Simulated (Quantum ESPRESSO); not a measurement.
SiO2:

```xyz
6
Lattice="4.2332 0.0000 0.0000 0.0000 4.2332 0.0000 0.0000 0.0000 2.6935" Properties=species:S:1:pos:R:3 pbc="T T T"
Si    0.0000    0.0000    0.0000
Si    2.1166    2.1166    1.3467
O     3.4155    0.8177    1.3467
O     1.2989    1.2989    0.0000
O     0.8177    3.4155    1.3467
O     2.9343    2.9343    0.0000
```

The cell comes from a database or a generator and needn't be the stable form of this composition.

Base run:

| Property | Result |
| --- | --- |
| Program | Quantum ESPRESSO 7.5 |
| Functional | PBE |
| Potentials or basis | SSSP 1.3 efficiency PBE |
| Cutoff | 748 eV |
| Density cutoff | 5987 eV |
| k mesh | 6 × 6 × 10 |
| Occupations | fermi-dirac, width 0.05 eV |
| Spin | no spin polarisation |

Its results: band gap on the k mesh 5.04 eV, direct; pressure 0.1 GPa; largest force 0.011 eV/Å.

Q: The run is repeated on the same cell with these changes: potentials or basis from SSSP 1.3 efficiency PBE to SG15 PBE 1.2; cutoff from 748 eV to 1197 eV; density cutoff from 5987 eV to 4789 eV; k mesh from 6 × 6 × 10 to 4 × 4 × 6. What comes out?

A: Band gap on the k mesh 5.12 eV, direct; pressure 1.3 GPa; largest force 0.069 eV/Å.

A k mesh can miss the band edges.
